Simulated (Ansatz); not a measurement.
Write the native input for Ansatz 0.2.0 that does the following.

```
Task                                : band structure
Functional                          : SVWN5
Potentials or basis                 : Ansatz PAW
Cutoff                              : 420 eV (not typed: the program's choice for these potentials)
k mesh                              : 10 × 10 × 3
Occupations                         : fermi-dirac, width 0.05 eV
Spin                                : no spin polarisation
Path                                : [["G", "M", "K", "G", "A", "L", "H", "A"], ["L", "M"], ["K", "H"]]
Points for each segment of the path : 10
```

SiC:

```
Si C
1.0
     3.07569    0.00000    0.00000
    -1.53785    2.66363    0.00000
     0.00000    0.00000   10.07065
Si C
4 4
Direct
  0.00000 0.00000 0.18789
  0.00000 0.00000 0.68789
  0.33333 0.66667 0.43784
  0.66667 0.33333 0.93784
  0.00000 0.00000 0.00046
  0.00000 0.00000 0.50046
  0.33333 0.66667 0.24980
  0.66667 0.33333 0.74980
```

The cell is a database's computed one.

The input as run:

input.yaml

```yaml
crystal:
  lattice:
    - [3.0756941497, 0.0, 0.0]
    - [-1.5378470748, 2.6636292679, 0.0]
    - [0.0, 0.0, 10.07064648]
  atoms:
    - { symbol: Si, position: [0.0, 0.0, 0.18789438] }
    - { symbol: Si, position: [0.0, 0.0, 0.68789438] }
    - { symbol: Si, position: [0.3333333333, 0.6666666667, 0.43784198] }
    - { symbol: Si, position: [0.6666666667, 0.3333333333, 0.93784198] }
    - { symbol: C, position: [0.0, 0.0, 0.00046005] }
    - { symbol: C, position: [0.0, 0.0, 0.50046005] }
    - { symbol: C, position: [0.3333333333, 0.6666666667, 0.24980259] }
    - { symbol: C, position: [0.6666666667, 0.3333333333, 0.74980259] }
hamiltonian:
  xc: { exchange: slater, correlation: vwn5 }
  pseudopotentials: { kind: paw }
kpoints:
  mp_grid: { grid: [10, 10, 3] }
  band_path:
    path:
      - [[0.0, 0.0, 0.0], [0.5, 0.0, 0.0], [0.3333333333, 0.3333333333, 0.0], [0.0, 0.0, 0.0], [0.0, 0.0, 0.5], [0.5, 0.0, 0.5], [0.3333333333, 0.3333333333, 0.5], [0.0, 0.0, 0.5]]
      - [[0.5, 0.0, 0.5], [0.5, 0.0, 0.0]]
      - [[0.3333333333, 0.3333333333, 0.0], [0.3333333333, 0.3333333333, 0.5]]
    npoints: 10
scf:
  occupations: { method: fermi_dirac, width: 0.05 }
  n_extra_bands: 20
output:
  forces: true
  stress: true
  eigenvalues: true
  fatbands: false
```

Potentials or basis: Ansatz PAW.

The run is started by

```console
$ ansatz run input.yaml --threads 2 --pin off --max-ram 5120MiB --backend cpu --events-out ev --progress --plain --runs-dir out
```

Results of the run:

| Quantity | Value |
| --- | --- |
| Pressure | -4.0 GPa |
| Largest force | 0.004 eV/Å |
| Band gap on the k mesh | 2.18 eV, indirect (least direct gap 3.30 eV) |
| Band gap along the path | 2.18 eV, indirect (least direct gap 3.30 eV) |

Caveat: the pressure holds a Pulay correction of +0.4 GPa for the finite cutoff; the PAW data sets come from PBE, with cores solved anew for the run's functional, which leaves a small shift of forces and pressure.

Run time: 12 s on 2 threads of Arm Neoverse V1, on a shared host, peak memory 0.38 GiB.
